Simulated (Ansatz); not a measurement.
SnO2:

```
Sn O
1.0
     4.78800    0.00000    0.00000
     0.00000    4.86658    0.00000
     0.00000    0.00000    3.24090
Sn O
2 4
Direct
  0.00000 0.00000 0.00000
  0.50000 0.50000 0.50000
  0.70815 0.67896 0.00000
  0.20814 0.82104 0.50000
  0.79185 0.17896 0.50000
  0.29185 0.32104 0.00000
```

The cell is a database's computed one.

Base run:

| Item | Value |
| --- | --- |
| Program | Ansatz 0.2.0 |
| Functional | PBE |
| Potentials or basis | Ansatz PAW |
| Cutoff | 420 eV (not typed: the program's choice for these potentials) |
| k mesh | 5 × 5 × 6 |
| Occupations | fermi-dirac, width 0.05 eV |
| Spin | no spin polarisation |

Its results: band gap on the k mesh 0.81 eV, direct; pressure -0.5 GPa; largest force 0.071 eV/Å.

Task: The run is repeated on the same cell with these changes: functional from PBE to PBEsol. What comes out?

Result: Band gap on the k mesh 0.73 eV, direct; pressure -6.3 GPa; largest force 0.117 eV/Å.

PBEsol binds more tightly than PBE, so the same cell stands under less pressure.

Caveats: spin-orbit coupling is left out, which moves the levels of the heavy elements; the PAW data sets come from PBE, with cores solved anew for the run's functional, which leaves a small shift of forces and pressure (some runs).
